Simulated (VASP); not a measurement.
Set up this calculation in VASP 6.6.1, as the native input.

```yaml
Task: single point
Functional: r2SCAN
Potentials_or_basis: VASP PAW PBE potentials, release 64 (B, As)
Cutoff: 520 eV
k_mesh: 8 × 8 × 8
Occupations: gaussian, width 0.01 eV
Spin: no spin polarisation
Dipole_correction: no
Further_INCAR_settings: ALGO = Normal; EDIFF = 1e-07; NBANDS = 11
```

The system is BAs.

```
B As
1.0
     0.00000    2.39193    2.39193
     2.39193    0.00000    2.39193
     2.39193    2.39193    0.00000
B As
1 1
Direct
  0.00000 0.00000 0.00000
  0.25000 0.25000 0.25000
```

The cell was built by a generator and needn't be a form met in nature.

One way to write it, as run:

POSCAR

```
BAs
1.0
    0.0000000000      2.3919292303      2.3919292303
    2.3919292303      0.0000000000      2.3919292303
    2.3919292303      2.3919292303      0.0000000000
B As
1 1
Direct
    0.0000000000      0.0000000000      0.0000000000
    0.2500000000      0.2500000000      0.2500000000
```

INCAR.step1

```
PREC = Accurate
ENCUT = 520
ISMEAR = 0
SIGMA = 0.01
LREAL = False
LASPH = True
NELM = 100
NBANDS = 11
GGA = PE
ALGO = Normal
EDIFF = 1E-4
LWAVE = True
LCHARG = False
```

INCAR.step2

```
PREC = Accurate
ENCUT = 520
EDIFF = 1E-7
ISMEAR = 0
SIGMA = 0.01
LREAL = False
LASPH = True
NELM = 100
ALGO = Normal
ISIF = 2
LWAVE = False
LCHARG = False
METAGGA = R2SCAN
LMIXTAU = True
NBANDS = 11
ISTART = 1
```

KPOINTS

```
regular mesh
0
Gamma
  8 8 8
```

Potentials or basis: VASP PAW PBE potentials, release 64 (B, As).

Run with:

```sh
$ cat potpaw_PBE.64/B/POTCAR potpaw_PBE.64/As/POTCAR > POTCAR
$ cp INCAR.step1 INCAR
$ mpirun -np 1 vasp_std > vasp.out
$ cp INCAR.step2 INCAR
$ mpirun -np 1 vasp_std > vasp.out
```

It gave:

```
Pressure               : 0.2 GPa
Band gap on the k mesh : 1.39 eV, indirect (least direct gap 3.44 eV)
```

Caveat: the PAW data sets were made with another functional, which shifts forces and pressure a little.

It took 39 s on 1 thread of Intel(R) Xeon(R) 6975P-C (Granite Rapids), on a shared host, peak memory 0.16 GiB.
